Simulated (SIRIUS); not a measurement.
# Moving the Hubbard U on Mn d in MnO

Symmetry: Fm-3m, No. 225, cubic system. The conventional cell has a = 4.448 Å, b = 4.448 Å, c = 4.448 Å, α = 90.00°, β = 90.00°, γ = 90.00°. Around Mn (site symmetry m-3m) lie 6 O at 2.22 Å. Around O (site symmetry m-3m) lie 6 Mn at 2.22 Å.

The cell is a database's computed one, not the measured one.

Kept alike: task single point; functional LDA; k mesh 7 × 7 × 7; occupations fermi-dirac, width 0.05 eV; collinear spin, ferromagnetic start. Program: SIRIUS, PseudoDojo 0.4.1 PBE standard (scalar relativistic), cutoff 1307 eV. The mesh is that of the run's cell of 2 atoms. No spin-orbit coupling.

| run | pressure (GPa) | moment of the cell (μB) |
| --- | --- | --- |
| A | -16.59 | 4.59 |
| B | -3.07 | 5.00 |
| C | -5.63 | 4.99 |
| D | 1.59 | 5.00 |
| E | -0.72 | 5.00 |

Pressure is positive in compression; the values hold the error of the finite cutoff, so their zero can differ a little from the energy's minimum. The measured crystal is an antiferromagnetic insulator; a metallic or parallel state is the runs' own. How U acts hangs on the program's projectors. The runs hold the magnetic state that their start led to, which needn't be the lowest. All rows use potentials made for PBE.

The runs differ in the Hubbard U on Mn d alone: 0; 2; 4; 6; 8 eV. Which run is which?

Run A is 0 eV; run B is 4 eV; run C is 2 eV; run D is 8 eV; run E is 6 eV. The pressure rises from -16.59 to 1.59 GPa between 0 and 8 eV. Its step between 0 and 2 is far larger than the others, which points to a change of electronic state. The moment of the cell runs from 4.59 (0) to 5.00 μB (4; 6; 8).
